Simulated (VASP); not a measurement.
# As under changes of volume

One of the cells (21.010 Å³/atom); the others are scaled copies at fixed shape and fractional positions:

```xyz
4
Lattice="1.8700 -5.3876 0.0000 1.8700 5.3876 0.0000 0.0000 0.0000 4.1708" Properties=species:S:1:pos:R:3 pbc="T T T"
As    1.8700    1.2192    2.3011
As    1.8700   -4.1684    3.9551
As    1.8700   -1.2192    1.8697
As    1.8700    4.1684    0.2157
```

This isn't the form of As at room conditions, which is rhombohedral.

```yaml
Program: VASP 6.6.1
Functional: LDA
Potentials_or_basis: VASP PAW LDA potentials, release 64 (As)
Cutoff: 520 eV
k_mesh: 8 × 8 × 6
Occupations: gaussian, width 0.02 eV
Spin: no spin polarisation
```

| volume (Å³/atom) | energy over the lowest point (meV/atom) | pressure (GPa) | largest force (eV/Å) |
| --- | --- | --- | --- |
| 20.170 | ? | ? | ? |
| 20.590 | 2.12 | 1.7 | 0.151 |
| 21.010 | 0.00 | 0.0 | 0.010 |
| 21.430 | 2.11 | -1.6 | 0.146 |
| 21.850 | 8.02 | -2.9 | 0.282 |

Q: What does the run at 20.170 Å³/atom give?

A: Energy over the lowest point 8.96 meV/atom; pressure 3.6 GPa; largest force 0.316 eV/Å.

Worked out: A Birch-Murnaghan fit of order 2 (a polynomial in V^(-2/3)) to the other rows has its minimum at 21.00 Å³/atom with B0 = V·E''(V) = 80 GPa at fixed shape and positions, which overstates the stiffness. It gives 8.89 meV/atom at 20.170 Å³/atom, against the run's 8.96, and -dE/dV = 3.5 GPa, against 3.6.

Energies are extrapolated to zero smearing.
